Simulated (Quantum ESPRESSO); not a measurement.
The system is SrO.

```
CELL_PARAMETERS angstrom
0.00000 2.56630 2.56630
2.56630 0.00000 2.56630
2.56630 2.56630 0.00000
ATOMIC_POSITIONS crystal
Sr 0.50000 0.50000 0.50000
O 0.00000 0.00000 0.00000
```

| Property | Result |
| --- | --- |
| Program | Quantum ESPRESSO 7.5 |
| Task | phonons |
| Functional | PBE |
| Potentials or basis | SPMS 1.0 PBE |
| Cutoff | 1197 eV |
| Density cutoff | 4789 eV |
| k mesh | 6 × 6 × 6, shifted |
| Occupations | fermi-dirac, width 0.05 eV |
| Spin | no spin polarisation |
| Mixing beta | 0.5 |
| Most SCF iterations | 120 |
| SCF threshold | 4e-10 Ry |

The first run showed a gap, so the response started from a second, tighter run with fixed occupations.

Q: How polar is the lattice: what are the Born charges, the two dielectric constants and the LO-TO splitting?

A: Born charges ±2.45 e; dielectric constants 3.78 (electrons alone) and 18.41 (static); transverse and longitudinal modes at 210 and 464 cm⁻¹.
